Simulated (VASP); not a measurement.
Crystal: PtS2.

```
CELL_PARAMETERS angstrom
3.54320 0.00000 0.00000
-1.77160 3.06850 0.00000
0.00000 0.00000 5.03880
ATOMIC_POSITIONS crystal
Pt 0.00000 0.00000 0.00000
S 0.66667 0.33333 0.77300
S 0.33333 0.66667 0.22700
```

- Program: VASP 6.6.1
- Task: relaxation of cell and atoms
- Functional: PBE
- Dispersion: rVV10
- Potentials or basis: VASP PAW PBE potentials, release 64 (Pt, S)
- Cutoff: 600 eV
- k mesh: 9 × 9 × 5
- Occupations: fermi-dirac, width 0.05 eV
- Spin: no spin polarisation

At the start: pressure 9.8 GPa; volume 18.26 Å³/atom.

Task: Where does the relaxation end?

Result: Over 12 steps the energy falls by 43.0 meV/atom and the volume is 19.05 Å³/atom (+4.3 %); space group P-3m1 (No. 164, to 0.05 Å).

The path:
| step | energy change (eV) | largest force (eV/Å) | pressure (GPa) | volume (Å³) |
| --- | --- | --- | --- | --- |
| 1 | 0.0000 | 1.2928 | 9.80 | 54.78 |
| 2 | 0.2170 | 1.2082 | -12.64 | 64.12 |
| 3 | -0.1180 | 0.1825 | -0.74 | 57.98 |
| 4 | -0.1181 | 0.2164 | -0.45 | 57.87 |
| 5 | -0.1181 | 0.2351 | -0.27 | 57.80 |
| 6 | -0.1257 | 0.1397 | -0.11 | 57.59 |
| 7 | -0.1287 | 0.0315 | 0.07 | 57.35 |
| 8 | -0.1287 | 0.0271 | 0.08 | 57.34 |
| 9 | -0.1287 | 0.0068 | -0.24 | 57.42 |
| 10 | -0.1288 | 0.0080 | -0.11 | 57.38 |
| 11 | -0.1289 | 0.0086 | -0.09 | 57.32 |
| 12 | -0.1291 | 0.0095 | -0.06 | 57.14 |

Final structure:
```
Pt S
1.0
     3.57841    0.00000    0.00000
    -1.78920    3.09899    0.00000
     0.00000    0.00000    5.15275
Pt S
1 2
Direct
  0.00000 0.00000 0.00000
  0.66667 0.33333 0.76316
  0.33333 0.66667 0.23684
```
